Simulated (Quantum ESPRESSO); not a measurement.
**NiO2: equation of state with LDA**

The system is NiO2.

```
CELL_PARAMETERS angstrom
1.40213 0.80952 6.97429
-1.40213 0.80952 6.97429
0.00000 -1.61904 6.97429
ATOMIC_POSITIONS crystal
Ni 0.00000 0.00000 0.00000
O 0.37879 0.37879 0.37879
O 0.62121 0.62121 0.62121
```

The cell comes from a database or a generator and needn't be the stable form of this composition.

```json
{"Program": "Quantum ESPRESSO 7.5", "Task": "equation of state", "Functional": "LDA", "Potentials or basis": "GBRV 1.5 LDA", "Cutoff": "612 eV", "Density cutoff": "4898 eV", "k mesh": "9 × 9 × 9", "Occupations": "fermi-dirac, width 0.05 eV", "Spin": "collinear spin, ferromagnetic start", "Starting moments": "[1.0, 0.0, 0.0] μB"}
```

* Equilibrium volume: 14.98 Å³/atom
* Bulk modulus at fixed shape and positions: 148 GPa
* Pressure derivative of the bulk modulus: 4.6

Energy against volume, from the lowest point:
| volume (Å³/atom) | energy (meV/atom) |
| --- | --- |
| 14.882 | 0.00 |
| 15.199 | 1.07 |
| 15.516 | 7.83 |
| 15.832 | 19.69 |
| 16.149 | 36.05 |
| 16.466 | 56.41 |
| 16.782 | 80.33 |

All runs of the series together: 14 min on 2 threads of AMD EPYC 9R45 96-Core Processor (Zen 5), on a shared host.

Caveat: the cell was scaled at fixed shape and fractional positions, which overstates the stiffness of a crystal with free parameters, most of all of layers and chains.
